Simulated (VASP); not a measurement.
# F2 in VASP: further runs

The runs below take F2 through single point, with PBEsol, r2SCAN.

Everything below comes from runs of VASP 6.6.1. Logs are shortened: lines on timing, memory, paths and dates and some standing lists are left out, and cuts for length are marked.

### 1 Starting point

The cell holds a molecule in a box, 2 atoms: a = 10.000 Å, b = 10.500 Å, c = 11.000 Å, α = 90.00°, β = 90.00°, γ = 90.00°.

### 2 Single point, PBEsol

INCAR reads:

```
ALGO = Normal
EDIFF = 1E-7
ENCUT = 900
GGA = PS
ISIF = 2
ISMEAR = 0
LASPH = True
LCHARG = False
LREAL = False
LWAVE = False
NBANDS = 14
NELM = 60
PREC = Accurate
SIGMA = 0.02
```

KPOINTS reads:

```
k-points
0
Gamma
  1 1 1
```

POSCAR reads:

```
F
1.0
   10.0000000000      0.0000000000      0.0000000000
    0.0000000000     10.5000000000      0.0000000000
    0.0000000000      0.0000000000     11.0000000000
F
2
Direct
    0.5000000000      0.5000000000      0.4359400000
    0.5000000000      0.5000000000      0.5640700000
```

Potentials or basis: VASP PAW PBE potentials, release 64 (F_h).

Command:

```bash
$ cat potpaw_PBE.64/F_h/POTCAR > POTCAR
$ mpirun -np 1 vasp_std > vasp.out
```

OUTCAR:

```text
EDIFF = 1E-7
   ENCUT = 900
   GGA = PS
   ISIF = 2
   ISMEAR = 0
   LASPH = True
   LREAL = False
   NELM = 60
   PREC = Accurate

 ion  position               nearest neighbor table
   1  0.500  0.500  0.436-   2 1.41
   2  0.500  0.500  0.564-   1 1.41

  LATTYP: Found a simple orthorhombic cell.
 ALAT       =    10.0000000000
 B/A-ratio  =     1.0500000000
 C/A-ratio  =     1.1000000000

  Lattice vectors:

 A1 = (  10.0000000000,   0.0000000000,   0.0000000000)
 A2 = (   0.0000000000,  10.5000000000,   0.0000000000)
 A3 = (   0.0000000000,   0.0000000000,  11.0000000000)

Analysis of symmetry for initial positions (statically):
=====================================================================
 Subroutine PRICEL returns:
 Original cell was already a primitive cell.

 Routine SETGRP: Setting up the symmetry group for a
 simple orthorhombic supercell.

 Subroutine GETGRP returns: Found  8 space group operations
 (whereof  4 operations were pure point group operations)
 out of a pool of  8 trial point group operations.

The static configuration has the point symmetry C_2v.
 The point group associated with its full space group is D_2h.

Analysis of symmetry for dynamics (positions and initial velocities):
=====================================================================
 Subroutine PRICEL returns:
 Original cell was already a primitive cell.

 Routine SETGRP: Setting up the symmetry group for a
 simple orthorhombic supercell.

 Subroutine GETGRP returns: Found  8 space group operations
 (whereof  4 operations were pure point group operations)
 out of a pool of  8 trial point group operations.

The dynamic configuration has the point symmetry C_2v.
 The point group associated with its full space group is D_2h.

 Subroutine INISYM returns: Found  8 space group operations
 (whereof  4 operations are pure point group operations),
 and found     1 'primitive' translations

----------------------------------------------------------------------------------------

                                     Primitive cell

  volume of cell :    1155.0000

  direct lattice vectors                    reciprocal lattice vectors
    10.000000000  0.000000000  0.000000000     0.100000000  0.000000000  0.000000000
     0.000000000 10.500000000  0.000000000     0.000000000  0.095238095  0.000000000
[... 61 lines left out ...]
   EDIFF  = 0.1E-06   stopping-criterion for ELM
   LREAL  =      F    real-space projection
   EDIFFG = 0.1E-05   stopping-criterion for IOM
   NSW    =      0    number of steps for IOM
   IBRION =     -1    ionic relax: 0-MD 1-quasi-New 2-CG
   NFREE  =      0    steps in history (QN), initial steepest desc. (CG)
   ISIF   =      2    stress and relaxation
   ISYM   =      2    0-nonsym 1-usesym 2-fastsym
   POTIM  = 0.5000    time-step for ionic-motion
   TEBEG  =    0.0;   TEEND  =   0.0 temperature during run
   PSTRESS=    0.0 pullay stress
   NELECT =      14.0000    total number of electrons
   NUPDOWN=      -1.0000    fix difference up-down
   EMIN   =  10.00;   EMAX   =-10.00  energy-range for DOS
   EFERMI =   0.00;   METHOD = LEGACY
   ISMEAR =     0;   SIGMA  =   0.02  broadening in eV -4-tet -1-fermi 0-gaus
   EFERMI_NEDOS =   21; number of points for ismear=-14 and -15
   IALGO  =     38    algorithm
   IMIX   =      4    mixing-type and parameters
     AMIX     =   0.40;   BMIX     =  1.00
     AMIX_MAG =   1.60;   BMIX_MAG =  1.00
  volume/ion in A,a.u.               =     577.50      3897.16
  Fermi-wavevector in a.u.,A,eV,Ry     =   0.376060  0.710650  1.924149  0.141421
  Thomas-Fermi vector in A             =   1.307622
   LORBIT       =      0    0 simple, 1 ext, 2 COOP (PROOUT), +10 PAW based schemes
   GGA     = PS    functional components
   LHFCALC =     F    Hartree Fock is set to
   AEXX    =    0.0000 exact exchange contribution
   IVDW    =     0    specifies the selected vdW correction
   LEPSILON=     F    determine dielectric tensor
   LRPA    =     F    only Hartree local field effects (RPA)
 non-spin polarized calculation
 Gauss-broadening in eV      SIGMA  =   0.02
  energy-cutoff  :      900.00
  volume of cell :     1155.00
 maximum number of plane-waves:     70855
 NGX is ok and might be reduce to    98
   NGX = 49   NGY = 51   NGZ = 53

 number of electron      13.9999999 magnetization

 Free energy of the ion-electron system (eV)
  ---------------------------------------------------
  ext. energy  EPLUGINS =         0.00000000
  ---------------------------------------------------
  free energy    TOTEN  =        -3.94942996 eV

  energy without entropy =       -3.94942996  energy(sigma->0) =       -3.94942996

 E-fermi :  -9.0494     XC(G=0):  -0.4549

 val. band max:       -9.2411457531   @ k =   0.0000   0.0000   0.0000
 cond. band min:      -5.6532752207   @ k =   0.0000   0.0000   0.0000
 fundamental gap:      3.5878705324
 Fermi energy:        -9.0494105798

 k-point     1 :       0.0000    0.0000    0.0000
  band No.  band energies     occupation
      1     -33.8378      2.00000
      2     -27.4066      2.00000
      3     -15.3370      2.00000
      4     -12.6947      2.00000
      5     -12.6946      2.00000
      6      -9.2412      2.00000
      7      -9.2411      2.00000
      8      -5.6533      0.00000
      9      -0.2203      0.00000
     10       1.0153      0.00000
     11       1.0349      0.00000
     12       1.1612      0.00000
     13       1.2832      0.00000
     14       1.2836      0.00000

------------------------ aborting loop because EDIFF is reached ----------------------------------------

  FORCE on cell =-STRESS in cart. coord.  units (eV):
  Direction    XX          YY          ZZ          XY          YZ          ZX
  --------------------------------------------------------------------------------------
  -------------------------------------------------------------------------------------
  Total       -0.2744982     -0.2798132     -0.7155494      0.0000000      0.0000000      0.0000000
  in kB       -0.3807748     -0.3881475     -0.9925861      0.0000000      0.0000000      0.0000000
  external PRESSURE =      -0.5871695 kB  Pullay stress =       0.0000000 kB

 VOLUME and BASIS-vectors are now :
 -----------------------------------------------------------------------------
  energy-cutoff  :      900.00
  volume of cell :     1155.00
      direct lattice vectors                 reciprocal lattice vectors
    10.000000000  0.000000000  0.000000000     0.100000000  0.000000000  0.000000000
     0.000000000 10.500000000  0.000000000     0.000000000  0.095238095  0.000000000
     0.000000000  0.000000000 11.000000000     0.000000000  0.000000000  0.090909091

 POSITION                                       TOTAL-FORCE (eV/Angst)
 -----------------------------------------------------------------------------------
      5.00000      5.25000      4.79534         0.000000      0.000000      0.380169
      5.00000      5.25000      6.20477         0.000000      0.000000     -0.380169
 -----------------------------------------------------------------------------------
    total drift:                                0.000000      0.000000      0.000000

  FREE ENERGIE OF THE ION-ELECTRON SYSTEM (eV)
  ---------------------------------------------------
  free  energy   TOTEN  =        -3.9494299605 eV

  energy  without entropy=       -3.9494299605  energy(sigma->0) =       -3.94942996
```

OSZICAR:

```text
N       E                     dE             d eps       ncg     rms          rms(c)
DAV:   1     0.202527529331E+03    0.20253E+03   -0.40018E+03    28   0.858E+02
DAV:   2     0.123631917236E+03   -0.78896E+02   -0.71490E+02    40   0.986E+01
DAV:   3     0.163030723806E+02   -0.10733E+03   -0.10104E+03    56   0.994E+01
[... 13 lines left out ...]
DAV:  17    -0.394942699432E+01   -0.45677E-05   -0.63698E-08    36   0.125E-03    0.178E-04
DAV:  18    -0.394942946915E+01   -0.24748E-05   -0.98292E-09    48   0.844E-04    0.122E-04
DAV:  19    -0.394942974312E+01   -0.27397E-06    0.13470E-08    32   0.340E-04    0.340E-05
DAV:  20    -0.394942993002E+01   -0.18691E-06    0.14169E-08    32   0.260E-04    0.255E-05
DAV:  21    -0.394942996054E+01   -0.30518E-07    0.16245E-08    20   0.189E-04
   1 F= -.39494300E+01 E0= -.39494300E+01  d E =-.263421E-41
```

It took 2.6 min on 1 thread of Intel Xeon 6975P-C (Granite Rapids), shared host; peak memory 1.5 GiB.

What came out:

- Free energy: -3.9494 eV
- Largest force: 0.380 eV/Å
- Gap between the frontier levels: 3.59 eV

Forces on the atoms (eV/Å):
```
F    0.000  0.000  0.380
F    0.000  0.000 -0.380
```

Levels at points of the mesh, in eV from the valence-band top:
```tsv
k point	band 4	band 5	band 6	band 7	band 8	band 9	band 10	band 11
(0.00, 0.00, 0.00)	-3.45	-3.45	0.00	0.00	3.59	9.02	10.26	10.28
```

Caveat: the cutoff is under 1.25 times the usual one of these potentials, so pressure, stress and relaxed cells hold a basis-set (Pulay) error; the PAW data sets were made with another functional, which shifts forces and pressure a little.

### 3 Single point, r2SCAN

INCAR reads:

```
ALGO = Normal
EDIFF = 1E-7
ENCUT = 520
ISIF = 2
ISMEAR = 0
LASPH = True
LCHARG = False
LMIXTAU = True
LREAL = False
LWAVE = False
METAGGA = R2SCAN
NBANDS = 14
NELM = 60
PREC = Accurate
SIGMA = 0.02
```

KPOINTS is that of step 2.

POSCAR is that of step 2.

Potentials or basis: VASP PAW PBE potentials, release 64 (F).

Command:

```bash
$ cat potpaw_PBE.64/F/POTCAR > POTCAR
$ mpirun -np 1 vasp_std > vasp.out
```

It took 7.5 min on 1 thread of Intel Xeon 6975P-C (Granite Rapids), shared host; peak memory 1.1 GiB.

It converged, with:

| Quantity | Value |
| --- | --- |
| Free energy | -6.1365 eV |
| Largest force | 0.041 eV/Å |
| Gap between the frontier levels | 4.50 eV |

Forces in eV/Å, atoms in the order of the input:
```
F    0.000  0.000 -0.041
F    0.000  0.000  0.041
```

Levels at points of the mesh, in eV from the valence-band top:
| k point | band 3 | band 4 | band 5 | band 6 | band 7 | band 8 | band 9 | band 10 | band 11 | band 12 |
| --- | --- | --- | --- | --- | --- | --- | --- | --- | --- | --- |
| (0.00, 0.00, 0.00) | -5.75 | -3.48 | -3.48 | 0.00 | 0.00 | 4.50 | 9.89 | 11.14 | 11.14 | 11.25 |

Caveat: the PAW data sets were made with another functional, which shifts forces and pressure a little.
